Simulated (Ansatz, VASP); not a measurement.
# InP (InP (F-43m)) in two plane-wave programs

One calculation is typed for both programs; each brings its own data sets. How far apart do they land? The cell is taken from a series of runs on this material, whose earlier steps may have relaxed, scaled, displaced or heated it; both programs get it as it stands.

Calculated with Ansatz 0.2.0; plane waves, with VASP 6.6.1 beside it; relaxation of cell and atoms at PBEsol.

## (1) The structure

It takes space group F-43m (No. 216, cubic). The conventional cell has a = 5.880 Å, b = 5.880 Å, c = 5.880 Å, α = 90.00°, β = 90.00°, γ = 90.00°. In has 4 P at 2.55 Å nearest. Nearest to P lie 4 In at 2.55 Å. Farther neighbours are not listed.

## (2) VASP: relaxation of cell and atoms, PBEsol

The relaxed volume is the usual yardstick between codes: in a stiff, nearly cubic crystal its relative difference is about their pressure difference at one cell divided by the bulk modulus.

Lines of VASP's logs that name or quote its potential files are left out, and so is its time.

The input, INCAR:

```
SYSTEM = InP
PREC = Accurate
ENCUT = 500
EDIFF = 1E-07
NELM = 120
ISMEAR = -1
SIGMA = 0.01
LREAL = .FALSE.
ALGO = Normal
GGA = PS
NBANDS = 15
LORBIT = 11
LWAVE = .FALSE.
LCHARG = .FALSE.
ISIF = 3
IBRION = 2
NSW = 80
EDIFFG = -0.005
LASPH = .TRUE.
GGA_COMPAT = .FALSE.
NELMIN = 4
EFERMI = MIDGAP
```

The input, POSCAR:

```
InP
1.0
    0.0000000000      2.9400000000      2.9400000000
    2.9400000000      0.0000000000      2.9400000000
    2.9400000000      2.9400000000      0.0000000000
In P
1 1
Direct
    0.0000000000      0.0000000000      0.0000000000
    0.2500000000      0.2500000000      0.2500000000
```

The input, KPOINTS:

```
Automatic mesh
0
Gamma
8 8 8
0 0 0
```

Potentials, in the order of the species: In_d and P (PBE family, release 64).

Started as:

```console
$ mpirun -np 1 vasp_std
```

Numbers of over 12 decimals in the logs are rounded to 6 here.

Output:

```text
[banner, memory and clock lines left out]
running    1 mpi-ranks, on    1 nodes
 distrk:  each k-point on    1 cores,    1 groups
 distr:  one band on    1 cores,    1 groups

 POSCAR found type information on POSCAR InP
 POSCAR found :  2 types and       2 ions
|                                                                             |
|               ----> ADVICE to this user running VASP <----                  |
|                                                                             |
|     You enforced a specific xc type in the INCAR file but a different       |
|     [... a line on the potential file left out ...]
|     I HOPE YOU KNOW WHAT YOU ARE DOING!                                     |
|                                                                             |

 LDA part: xc-table for (Slater+PW92), standard interpolation
 POSCAR, INCAR and KPOINTS ok, starting setup
 FFT: planning ... GRIDC
 FFT: planning ... GRID_SOFT
 FFT: planning ... GRID
 WAVECAR not read
 entering main loop
       N       E                     dE             d eps       ncg     rms          rms(c)
DAV:   1     0.110782778245E+03    0.11078E+03   -0.81318E+03   878   0.129E+03
DAV:   2    -0.212208459198E+01   -0.11290E+03   -0.10859E+03   926   0.303E+02
DAV:   3    -0.935745215389E+01   -0.72354E+01   -0.71938E+01  1136   0.782E+01
DAV:   4    -0.954644635270E+01   -0.18899E+00   -0.18893E+00  1114   0.137E+01
DAV:   5    -0.955640283589E+01   -0.99565E-02   -0.99562E-02  1288   0.269E+00    0.541E+00
DAV:   6    -0.919047580537E+01    0.36593E+00   -0.59372E-01  1399   0.141E+01    0.318E+00
DAV:   7    -0.915715456579E+01    0.33321E-01   -0.14700E-01  1251   0.354E+00    0.110E+00
DAV:   8    -0.915446432774E+01    0.26902E-02   -0.14472E-02  1127   0.150E+00    0.324E-01
DAV:   9    -0.915467267217E+01   -0.20834E-03   -0.13337E-03  1138   0.466E-01    0.157E-01
DAV:  10    -0.915471685091E+01   -0.44179E-04   -0.16611E-04  1358   0.123E-01    0.107E-01
DAV:  11    -0.915474227352E+01   -0.25423E-04   -0.29328E-05  1068   0.581E-02    0.157E-02
DAV:  12    -0.915474230301E+01   -0.29489E-07   -0.73268E-06  1143   0.469E-02    0.127E-02
DAV:  13    -0.915474232574E+01   -0.22731E-07   -0.56427E-07  1087   0.564E-03
   1 F= -.91547423E+01 E0= -.91547423E+01  d E =-.915474E+01
 curvature:   0.00 expect dE= 0.000E+00 dE for cont linesearch  0.000E+00
 trial: gam= 0.00000 g(F)=  0.379E-48 g(S)=  0.460E-04 ort = 0.000E+00 (trialstep = 0.100E+01)
 search vector abs. value=  0.460E-04
 bond charge predicted
       N       E                     dE             d eps       ncg     rms          rms(c)
DAV:   1    -0.915529125048E+01   -0.54895E-03   -0.12581E-02  1094   0.225E+00    0.157E-01
DAV:   2    -0.915482517995E+01    0.46607E-03   -0.90422E-04  1108   0.717E-01    0.540E-02
DAV:   3    -0.915474932020E+01    0.75860E-04   -0.21283E-04  1157   0.318E-01    0.323E-02
DAV:   4    -0.915474995587E+01   -0.63567E-06   -0.12148E-05   961   0.325E-02    0.241E-02
DAV:   5    -0.915475017460E+01   -0.21874E-06   -0.11519E-06  1108   0.106E-02    0.101E-02
DAV:   6    -0.915475093654E+01   -0.76193E-06   -0.42157E-07  1347   0.752E-03    0.183E-03
DAV:   7    -0.915475080358E+01    0.13296E-06   -0.40053E-08   526   0.296E-03    0.325E-04
DAV:   8    -0.915475082391E+01   -0.20336E-07   -0.18707E-08   519   0.290E-03
   2 F= -.91547508E+01 E0= -.91547508E+01  d E =-.849817E-05
 trial-energy change:   -0.000008  1 .order   -0.000009   -0.000046    0.000029
 step:   0.6146(harm=  0.6146)  dis= 0.00000  next Energy=    -9.154756 (dE=-0.141E-04)
 bond charge predicted
       N       E                     dE             d eps       ncg     rms          rms(c)
DAV:   1    -0.915483676346E+01   -0.85960E-04   -0.18727E-03  1101   0.870E-01    0.598E-02
DAV:   2    -0.915476920934E+01    0.67554E-04   -0.13359E-04  1101   0.274E-01    0.207E-02
DAV:   3    -0.915475736568E+01    0.11844E-04   -0.31790E-05  1157   0.123E-01    0.125E-02
DAV:   4    -0.915475712296E+01    0.24272E-06   -0.18155E-06   961   0.126E-02    0.942E-03
DAV:   5    -0.915475621608E+01    0.90688E-06   -0.17350E-07   967   0.411E-03    0.387E-03
DAV:   6    -0.915475582201E+01    0.39407E-06   -0.43920E-08   582   0.302E-03    0.438E-04
DAV:   7    -0.915475585494E+01   -0.32931E-07   -0.24301E-08   470   0.284E-03
   3 F= -.91547559E+01 E0= -.91547559E+01  d E =-.135292E-04
 curvature:  -0.31 expect dE=-0.586E-07 dE for cont linesearch -0.586E-07
 trial: gam= 0.00000 g(F)=  0.142E-47 g(S)=  0.191E-06 ort =-0.296E-05 (trialstep = 0.923E+00)
 search vector abs. value=  0.191E-06
 reached required accuracy - stopping structural energy minimisation
```

Parts of OUTCAR (step 2):

```text
ion  position               nearest neighbor table
   1  0.000  0.000  0.000-   2 2.55   2 2.55   2 2.55   2 2.55
   2  0.250  0.250  0.250-   1 2.55   1 2.55   1 2.55   1 2.55

  LATTYP: Found a face centered cubic cell.
 ALAT       =     5.8800000000

 Subroutine GETGRP returns: Found 24 space group operations
 (whereof 24 operations were pure point group operations)

The static configuration has the point symmetry T_d .

 Found     29 irreducible k-points:

   k-points           NKPTS =     29   k-points in BZ     NKDIM =     29   number of bands    NBANDS=     15

   dimension x,y,z NGX =    30 NGY =   30 NGZ =   30
   dimension x,y,z NGXF=    60 NGYF=   60 NGZF=   60

   ENCUT  =  500.0 eV  36.75 Ry    6.06 a.u.   7.58  7.58  7.58*2*pi/ulx,y,z

   NELECT =      18.0000    total number of electrons

 k-points in reciprocal lattice and weights: Automatic mesh
   0.00000000  0.00000000  0.00000000       0.002
   0.12500000  0.00000000  0.00000000       0.016
   0.25000000  0.00000000  0.00000000       0.016
   0.37500000  0.00000000  0.00000000       0.016
   0.50000000  0.00000000  0.00000000       0.008
   0.12500000  0.12500000  0.00000000       0.012
   0.25000000  0.12500000  0.00000000       0.047
   0.37500000  0.12500000  0.00000000       0.047
   0.50000000  0.12500000  0.00000000       0.047
[...]
-0.37500000  0.50000000  0.12500000       0.023
  -0.25000000  0.50000000  0.25000000       0.012

 average (electrostatic) potential at core
       1 -95.5758       2 -82.8377

 E-fermi :   5.2831

 k-point     1 :       0.0000    0.0000    0.0000
  band No.  band energies     occupation
    ...
      5      -8.9835      2.00000
      6      -6.4905      2.00000
      7       4.9988      2.00000
      8       4.9988      2.00000
      9       4.9988      2.00000
     10       5.5673      0.00000
     11       9.0147      0.00000
     12       9.0147      0.00000
     13       9.0147      0.00000
     14      13.3139      0.00000
    ...

 k-point     2 :       0.1250    0.0000    0.0000
  band No.  band energies     occupation
    ...
      5      -8.9835      2.00000
      6      -6.3127      2.00000
      7       3.4227      2.00000
      8       4.8116      2.00000
      9       4.8116      2.00000
     10       6.5446      0.00000
     11       9.1501      0.00000
     12       9.2928      0.00000
     13       9.2928      0.00000
     14      13.7442      0.00000
    ...

 k-point     3 :       0.2500    0.0000    0.0000
  band No.  band energies     occupation
    ...
      5      -8.9810      2.00000
      6      -5.8158      2.00000
      7       1.5281      2.00000
      8       4.4396      2.00000
      9       4.4396      2.00000
     10       6.6783      0.00000
     11       9.7161      0.00000
     12       9.7161      0.00000
     13      10.2022      0.00000
     14      13.5132      0.00000
    ...

  Total        0.0016231      0.0016231      0.0016231      0.0000000     -0.0000000     -0.0000000
  in kB        0.0512222      0.0512222      0.0512222      0.0000000     -0.0000000     -0.0000000
  external PRESSURE =       0.0512222 kB  Pullay stress =       0.0000000 kB

  energy-cutoff  :      500.00
  volume of cell :       50.77
      direct lattice vectors                 reciprocal lattice vectors
    -0.000000000  2.938901389  2.938901389    -0.170131601  0.170131601  0.170131601
     2.938901389  0.000000000  2.938901389     0.170131601 -0.170131601  0.170131601
     2.938901389  2.938901389 -0.000000000     0.170131601  0.170131601 -0.170131601

 POSITION                                       TOTAL-FORCE (eV/Angst)
 -----------------------------------------------------------------------------------
      0.00000      0.00000     -0.00000        -0.000000     -0.000000     -0.000000
      1.46945      1.46945      1.46945         0.000000      0.000000      0.000000
 -----------------------------------------------------------------------------------
    total drift:                                0.000000      0.000000      0.000000

  FREE ENERGIE OF THE ION-ELECTRON SYSTEM (eV)
  ---------------------------------------------------
  free  energy   TOTEN  =        -9.1547558549 eV

  energy  without entropy=       -9.1547558549  energy(sigma->0) =       -9.15475585

 reached required accuracy - stopping structural energy minimisation

 total charge
# of ion       s       p       d       tot
------------------------------------------
    1        0.829   0.766   9.899  11.495
    2        1.029   1.473   0.000   2.502
--------------------------------------------------
tot          1.858   2.240   9.899  13.997

[... 3 further parts left out ...]
```

CONTCAR:

```
InP
   1.00000000000000
    -0.0000000000000000    2.9389013894625857    2.9389013894625857
     2.9389013894625857    0.0000000000000000    2.9389013894625857
     2.9389013894625857    2.9389013894625857   -0.0000000000000000
  In              P
     1     1
Direct
     0.0000000000000000    0.0000000000000000    0.0000000000000000
     0.2500000000000000    0.2500000000000000    0.2500000000000000
```

## (3) Ansatz: relaxation of cell and atoms, PBEsol

Ansatz runs on its PAW soft_1 files.

The same cell, functional, mesh and smearing now go to Ansatz.

The input, input.yaml:

```yaml
crystal:
  lattice:
    - [0.0, 2.94, 2.94]
    - [2.94, 0.0, 2.94]
    - [2.94, 2.94, 0.0]
  atoms:
    - { symbol: In, position: [0.0, 0.0, 0.0] }
    - { symbol: P, position: [0.25, 0.25, 0.25] }
basis:
  ecutwfc: 420
  xc_grid: 2
hamiltonian:
  xc: pbesol
  pseudopotentials: { kind: paw, azcp: { folder: soft_1 }, xc_functional: pbe }
kpoints:
  mp_grid: { grid: [8, 8, 8] }
scf:
  occupations: { method: fermi_dirac, width: 0.01 }
  max_iter: 150
output:
  forces: true
  stress: true
relax:
  f_tol: 0.01
  max_steps: 60
  cell: {}
checkpoint:
  write: "../pbesol.run"
  compress: false
  write_wavefunctions: false
  write_every: 100000
```

Started as:

```console
$ ansatz run input.yaml --threads 4 --pin off --max-ram 15073MiB --backend cpu --events-out ev --progress --plain --runs-dir out
```

Output:

```text
Engine: ansatz 0.2.0, aarch64-unknown-linux-gnu
Pseudopotentials: kind: paw
Pseudopotential: In, paw, valence charge 13, recommended cutoff 420 eV (normal), soft_1/In.paw.azcp
Pseudopotential: P, paw, valence charge 5, recommended cutoff 420 eV (normal), soft_1/P.paw.azcp
Functional definition: PBEsol
  exchange = pbesol_x
  correlation = pbesol_c
Crystal: 2 atoms, lattice volume = 50.824 Å³
Basis set: ecut = 420 eV, 965 PW (Γ), exchange–correlation on 60×60×60 points (8 copies of the dense FFT grid, shifted against one another)
Bands: 13, of which v1, the nominal top of the filled ones, is band 9 counted from 1 (8 counted from 0)
Symmetry: 24 space group operations
Space group: F-43m (ITA 216), of the structure as read, at distance tolerance 3.7e-5 Å
k-points: 29 of 512 (time reversal used)
Non-local potential: In, projectors of the file, l = 0: 2, l = 1: 2, l = 2: 2, l = 3: 1
Non-local potential: P, projectors of the file, l = 0: 2, l = 1: 2, l = 2: 1
PAW form: soft (Blöchl's): semilocal exchange-correlation on the pseudo side does not see the compensation charge
PAW frozen core: In, regenerated for the run's functional, and the local potential with it (the file was generated under x = pbe(κ = 0.804, μ = 0.219515), c = pbe(β = 0.066725))
PAW frozen core: P, regenerated for the run's functional, and the local potential with it (the file was generated under x = pbe(κ = 0.804, μ = 0.219515), c = pbe(β = 0.066725))
PAW one-centre angular grid: In, 590 points (default); XC on 64 Gauss nodes
PAW one-centre angular grid: P, 110 points (default); XC on 64 Gauss nodes
Initial density: superposition of atomic densities (chi_scale 0.1, normalization cell, long waves kept (reshape's long-wave potential 0.00 eV rms))
Initial wavefunctions: pseudopotential atomic-orbital guess
Functional: x = pbesol(κ = 0.804, μ = 0.123457), c = pbesol(β = 0.046)
SCF iter   1: F=—  HF=-6266.141372 eV  |F-HF|=—  |Δ(HF+E_count)|=         —  Δρ=3.25e-2  dr2=7.43e-1  ethr=3.10e-3  ⟨swp⟩=6.4  Hψ=2611  notcnv=0
preconditioner: auto → none  [insulator: Δε(μ)=0.857 eV  Ē_g=14.362 eV  σ=0.010 eV  W_gap=1.00  n_scr=14 (ndim 8)  ℏωp=22.1 eV  f_vac=0.000  D(μ)=0.00/eV (n_scr^D=0)  ε∞_Penn≈3.4]
SCF iter   2: F=—  HF=-6265.941694 eV  |F-HF|=—  |Δ(HF+E_count)|=   2.00e-1  Δρ=1.54e-2  dr2=8.62e-2  ethr=3.10e-3  ⟨swp⟩=3.4  Hψ=907  notcnv=0
SCF iter   3: F=—  HF=-6265.927637 eV  |F-HF|=—  |Δ(HF+E_count)|=   1.41e-2  Δρ=5.87e-3  dr2=1.29e-2  ethr=4.79e-4  ⟨swp⟩=2.4  Hψ=631  notcnv=0
SCF iter   4: F=—  HF=-6265.926024 eV  |F-HF|=—  |Δ(HF+E_count)|=   1.61e-3  Δρ=8.23e-4  dr2=2.08e-4  ethr=7.15e-5  ⟨swp⟩=3.5  Hψ=773  notcnv=0
SCF iter   5: F=—  HF=-6265.925969 eV  |F-HF|=—  |Δ(HF+E_count)|=   5.44e-5  Δρ=2.00e-4  dr2=9.54e-6  ethr=1.16e-6  ⟨swp⟩=2.0  Hψ=692  notcnv=0
SCF iter   6: F=—  HF=-6265.925970 eV  |F-HF|=—  |Δ(HF+E_count)|=   7.68e-8  Δρ=1.97e-5  dr2=1.87e-7  ethr=5.30e-8  ⟨swp⟩=2.0  Hψ=477  notcnv=0
SCF iter   7: F=-6265.925970 eV  HF=-6265.925970 eV  |F-HF|=4.26e-9  |Δ(HF+E_count)|=   4.85e-8  Δρ=2.73e-6  dr2=6.98e-9  ethr=5.56e-10  ⟨swp⟩=5.5  Hψ=1373  notcnv=0
SCF 1 converged in 7 iterations: F = -6265.925970 eV  dr2 = 6.98e-9
  greatest PAW one-centre occupation: 0.981 electrons in one spin orbital (limit 2), on the In atom at site 0 (counted from 0), in its partial waves of l = 2
relax step   1: F+E_penalty+E_count = -6265.92596958 eV  Δ(F+E_penalty+E_count) = +0.000e0 eV  max|allowed force component| = 2.776e-16 eV/Å  Δτ_max = 0.0000 Å  P = -0.045 GPa  Ω = 50.824 Å³  (7 SCF iters, dr2 threshold 1.00e-7 eV, accepted)
Initial density: handed on by an earlier stage of this run
Initial wavefunctions: pseudopotential atomic-orbital guess (no wavefunctions were taken with the density)
iter 1 solved again at ethr=1.23e-6 eV; its pass at ethr=3.10e-3 eV (dr2=2.22e-4 eV) is discarded
SCF iter   1: F=—  HF=-6265.925974 eV  |F-HF|=—  |Δ(HF+E_count)|=         —  Δρ=3.94e-6  dr2=5.60e-9  ethr=1.23e-6  ⟨swp⟩=3.0  Hψ=3725  notcnv=0
eigensolver tolerance schedule: the retry pair's looser diagonalisation over-reported the residual by 39548.99 of it (diagonalisation noise at an unbounded share of the residual, at the tolerance the schedule requests for it); recorded, not acted on — ethr = c·dr2/N_el stays at c = 1.0e-1
preconditioner: auto → none  [insulator: Δε(μ)=0.561 eV  Ē_g=14.601 eV  σ=0.010 eV  W_gap=1.00  n_scr=14 (ndim 8)  ℏωp=22.1 eV  f_vac=0.010  D(μ)=0.00/eV (n_scr^D=0)  ε∞_Penn≈3.3]
SCF iter   2: F=—  HF=-6265.925970 eV  |F-HF|=—  |Δ(HF+E_count)|=   3.96e-6  Δρ=2.49e-6  dr2=2.22e-9  ethr=3.11e-11  ⟨swp⟩=3.9  Hψ=935  notcnv=0
SCF iter   3: F=—  HF=-6265.925970 eV  |F-HF|=—  |Δ(HF+E_count)|=  8.29e-10  Δρ=1.17e-6  dr2=4.08e-10  ethr=1.23e-11  ⟨swp⟩=2.4  Hψ=647  notcnv=0
SCF iter   4: F=—  HF=-6265.925970 eV  |F-HF|=—  |Δ(HF+E_count)|=  6.28e-11  Δρ=2.66e-7  dr2=2.30e-11  ethr=2.26e-12  ⟨swp⟩=2.9  Hψ=667  notcnv=0
SCF iter   5: F=-6265.925970 eV  HF=-6265.925970 eV  |F-HF|=2.73e-12  |Δ(HF+E_count)|=  3.64e-12  Δρ=3.89e-8  dr2=9.26e-13  ethr=1.00e-12  ⟨swp⟩=6.9  Hψ=1661  notcnv=0
SCF 2 converged in 5 iterations: F = -6265.925970 eV  dr2 = 9.26e-13
relax step   2: F+E_penalty+E_count = -6265.92596959 eV  Δ(F+E_penalty+E_count) = -3.006e-9 eV  max|allowed force component| = 2.313e-16 eV/Å  Δτ_max = 0.0000 Å  P = -0.045 GPa  Ω = 50.824 Å³  stress off target by 4.54e-2 GPa  SCF on the basis re-selected at this cell (its energy is not comparable with the rows above)  (5 SCF iters)
basis re-selected at this cell: Δ(F+E_penalty+E_count) = -3.006e-9 eV, ΔP = +0.000 GPa vs the last step (what re-selecting the basis moved, of the pressure what is left beyond the Pulay correction that the steps carried, after the strain that the cell walked since its last selection, with what the two solves' SCF thresholds leave and, on support functions, any second-order correction that the steps lacked; it is no m [...]
SCF converged after 5 iterations
Free energy (F): -6265.925970 eV
Harris-Foulkes:  -6265.925970 eV  (|F-HF|=2.73e-12)
Internal energy: -6265.925970 eV  (E = F + TS)
E sigma→0 (E₀):  -6265.925970 eV
Fermi energy:    7.090647 eV
--- Per-component energies (eV) ---
  E_band       = -55.075909
  E_kinetic    = 287.392923
  E_local      = -1337.860852  (includes V_loc(G=0)·N_el)
  E_nonlocal   = 361.082616
  E_hartree    = 535.217393
  E_xc         = -213.349464
  E_vxc        = -150.111095  (∫ρ·V_xc dr)
  E_paw        = -4681.926900  (= ΣΔE_a)
  E_vpaw       = -286.014424  (= ΣTr[D̂ρ^β])
  E_aug_tail   = 0.000135  (compensation charges beyond the density's cutoff)
  E_ewald      = -1216.763821
  E_core_change = 0.282000  (= ΣΔE_core)
  E_smearing   = -0.000000  (= −TS)
  E_closure    = -0.000000  (closes the sum)
  Σ components = -6265.925970   (vs F -6265.925970, Δ=0.00e0)
--- Forces (eV/Å), atoms counted from 1 ---
  atom   1  In     0.00000000    -0.00000000     0.00000000
  atom   2  P     -0.00000000     0.00000000    -0.00000000
  max |Σ_I F_I| component: 1.30e-16 eV/Å
--- Stress (GPa, compression-positive) ---
       -0.045441       0.000000      -0.000000
       -0.000000      -0.045441       0.000000
       -0.000000       0.000000      -0.045441
  P = ⅓ Tr σ = -0.0454 GPa (-0.454 kbar)
--- Relaxed structure (1 steps of the walk, 1 accepted, 1 SCFs on fresh bases) ---
  F+E_penalty+E_count = -6265.92596959 eV   max|allowed force component| = 2.313e-16 eV/Å   (the final SCF, on the basis selected at the relaxed cell)
  cell:  # Å, volume = 50.8244 Å³
    - [0.0, 2.94, 2.94]
    - [2.94, 0.0, 2.94]
    - [2.94, 2.94, 0.0]
  atoms:
    - { symbol: In, position: [0.0, 0.0, 0.0] }
    - { symbol: P, position: [0.250000, 0.250000, 0.250000] }
```

## (4) Differences

Known differences besides the potentials themselves: the cutoff is 420 eV in Ansatz and 500 eV in VASP; Ansatz makes its cores anew for this functional, VASP keeps those of its PBE data sets; Ansatz adds a Pulay correction to the stress that steers its cell, VASP none. Total energies have different zeros and are not compared.

Both answers:

| quantity | Ansatz | VASP | difference |
| --- | --- | --- | --- |
| volume (Å³) | 50.82 | 50.77 | +0.11 % |
| edge a after relaxation, in the typed setting (Å) | 4.158 | 4.156 | +0.04 % |

## (5) Results

* difference in volume (relaxation of cell and atoms, PBEsol): 0.11 %

**Reading.** The difference in volume is 0.11 % (relaxation of cell and atoms, PBEsol), within the 1.2 % picked in this series as the mark of a large difference, as far as the stopping tolerances let one tell. How closely two codes agree says nothing of how well the functional describes the real material.

[Lines on the potential files, build, host, timing and source positions are cut from VASP's logs without a mark.]

[Logs are printed without paths, hosts, clocks, repeated set-up lines and the standing remarks that a program may print on its own settings, such as how far it seeks lower states.]

[Hosts, paths, dates, database ids (printed as entryN), source tags and the programs' standing remarks are cut or masked in the printed files.]
